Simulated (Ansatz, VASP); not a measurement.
**Ta in VASP and in Ansatz**

```
Ta
1.0
    -1.65246    1.65246    1.65246
     1.65246   -1.65246    1.65246
     1.65246    1.65246   -1.65246
Ta
1
Direct
  0.00000 0.00000 0.00000
```

Alike in both runs: functional r2SCAN; k mesh 18 × 18 × 18; occupations gaussian, width 0.1 eV; no spin polarisation.

Ansatz relaxed the structure, and its values are those at the end. VASP's run is a single point on that final structure, the one shown.

|  | VASP | Ansatz |
| --- | --- | --- |
| version | VASP 6.6.1 | Ansatz 0.2.0 |
| potentials or method | VASP PAW PBE potentials, release 64 (Ta_pv) | scalar-relativistic, plane waves, PAW |
| plane-wave cutoff (eV) | 520 | 500 |
| valence electrons in the cell | 11 | 13 |

|  | VASP | Ansatz | Ansatz less VASP |
| --- | --- | --- | --- |
| gap on the k mesh at the Fermi level (eV) | none | none | - |
| pressure (GPa) | 0.6 | 0.0 | -0.59 |

A gap of «none» marks a metal or a gap that the smearing closes. The functional is the same, so the differences come from potentials, cutoffs and numerics. The two sets of potentials don't hold the same shells in valence.

Caveats: the PAW data sets were made with another functional, which shifts forces and pressure a little (VASP). Spin-orbit coupling is left out, which matters for the levels of Ta.
